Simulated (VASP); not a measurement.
**BiTe: electric field gradients with LDA**

Crystal: BiTe.

```xyz
2
Lattice="2.4227 1.3988 3.3173 -2.4227 1.3988 3.3173 0.0000 -2.7975 3.3173" Properties=species:S:1:pos:R:3 pbc="T T T"
Bi    0.0000    0.0000    4.9759
Te    0.0000    0.0000    0.0000
```

The cell comes from a database or a generator and needn't be the stable form of this composition.

```yaml
Program: VASP 6.6.1
Task: electric field gradients
Functional: LDA
Potentials_or_basis: VASP PAW LDA potentials, release 64 (Bi_d, Te)
Cutoff: 520 eV
k_mesh: 7 × 7 × 7
Occupations: gaussian, width 0.02 eV
Spin: no spin polarisation
Further_INCAR_settings: ALGO = Fast; EDIFF = 1e-08
```

```
Pressure               : -3.3 GPa
Band gap on the k mesh : none (metal or under the smearing width)
```

Stress tensor (GPa, compression positive):
```
-3.44  0.00  0.00
 0.00 -3.44  0.00
 0.00  0.00 -3.13
```

Levels at points of the mesh, in eV from the Fermi level:
| k point | band 8 | band 9 | band 10 | band 11 | band 12 | band 13 |
| --- | --- | --- | --- | --- | --- | --- |
| (0.00, 0.00, 0.00) | -2.93 | -2.93 | -1.62 | 1.81 | 2.42 | 2.42 |

Electric field gradients, principal values (V/Å²):
```tsv
atom	Vxx	Vyy	Vzz
1 Bi	89.706	89.706	-179.411
2 Te	71.144	71.144	-142.288
```

Run time: 43 s on 1 thread of Intel(R) Xeon(R) Platinum 8259CL CPU @ 2.50GHz (Skylake/Cascade Lake), on a shared host, peak memory 0.18 GiB.

Caveat: spin-orbit coupling is left out, which moves the levels of the heavy elements.
